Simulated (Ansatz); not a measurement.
# Sn: energy change per atom and pressure as volume scale varies

All results are calculated (Ansatz 0.2.0). Plane-wave DFT, scalar-relativistic PAW made under PBE with cores redone for the functional, no dispersion; the given relaxed cell is scaled uniformly, energy at zero smearing counts from the unscaled cell, pressure at the given Fermi-Dirac smearing is positive in compression.

The cell before it is scaled or strained (space group P6/mmm, No. 191):
```
CELL_PARAMETERS angstrom
5.44840 0.00000 0.00000
-2.72420 4.71850 0.00000
0.00000 0.00000 3.32430
ATOMIC_POSITIONS crystal
Sn 0.00000 0.00000 0.00000
Sn 0.33333 0.66667 0.50000
Sn 0.66667 0.33333 0.50000
```

Settings of every row: spin polarised no; functional revPBE; wave cutoff 420 eV; smearing width 0.1 eV; k mesh 8x8x11.

Atom starting moment: 0 on all atoms.

Limits: the cell comes from a prototype or a list of computed structures and needn't be the stable phase.

| row | volume scale | V (Å³/atom) | energy change per atom (meV) | pressure (GPa) |
| --- | --- | --- | --- | --- |
| 1 | 0.88 | 25.069 | 80.09 | 7.95 |
| 2 | 0.92 | 26.208 | 34.9 | 4.83 |
| 3 | 0.96 | 27.348 | 9.53 | 2.34 |
| 4 | 1.04 | 29.627 | 3.15 | -1.24 |
| 5 | 1.08 | 30.766 | 16.49 | -2.52 |
| 6 | 1.12 | 31.906 | ? | ? |

Question: what energy change per atom and pressure should row 6 give?

Worked fit of energy change per atom. Take u = (V_r/V)^(2/3) − 1 with V_r = 27.348 Å³ an atom, which is twice the finite (Eulerian) strain; such expansions in the strain, on which the Birch-Murnaghan equation of state is built, carry the rest volume and the bulk modulus. The shown rows have u = 0.05972, 0.02879, 0, -0.05196, -0.07551. Least squares give energy change per atom = 9.53 + 617.04 × u + 9420.3 × u² meV; a straight line predicts inner rows, each left out in turn, worse (root mean square 19 against 0.3 meV). The rows lie off it by 0.11, -0.20, 0.00, 0.25, -0.16 (root mean square 0.17 meV). The withheld row has u = -0.09766, so the fit gives 9.53 + 617.04 × (-0.09766) + 9420.3 × (-0.09766)² = 39.12 meV.

The calculation gave 38 meV. The fit lies 1.12 meV (2.9 % of the value, 1.5 % of the column's range) above it; its largest miss of a shown row is 0.25 meV. This row lies beyond the range of the fit.

Worked fit of pressure. Take u = (V_r/V)^(2/3) − 1 with V_r = 27.348 Å³ an atom, which is twice the finite (Eulerian) strain; such expansions in the strain, on which the Birch-Murnaghan equation of state is built, carry the rest volume and the bulk modulus. The shown rows have u = 0.05972, 0.02879, 0, -0.05196, -0.07551. Least squares give pressure = 2.341 + 80.7 × u + 218.6 × u² GPa; a straight line predicts inner rows, each left out in turn, worse (root mean square 0.45 against 0.025 GPa). The rows lie off it by 0.01, -0.02, 0.00, 0.02, -0.01. The pressure vanishes at u = -0.0317, or V = 28.7 Å³ an atom, and there the bulk modulus at fixed shape and fractions is B = −V dP/dV = (2/3)(1 + u) dP/du = 43.1 GPa. Letting shape and atoms relax would as a rule lower it, by much in layered, chain or molecular crystals. The withheld row has u = -0.09766, so the fit gives 2.341 + 80.7 × (-0.09766) + 218.6 × (-0.09766)² = -3.46 GPa.

The calculation gave -3.54 GPa. The fit lies 0.08 GPa (2.3 % of the value, 0.7 % of the column's range) above it; its largest miss of a shown row is 0.02 GPa. This row lies beyond the range of the fit.
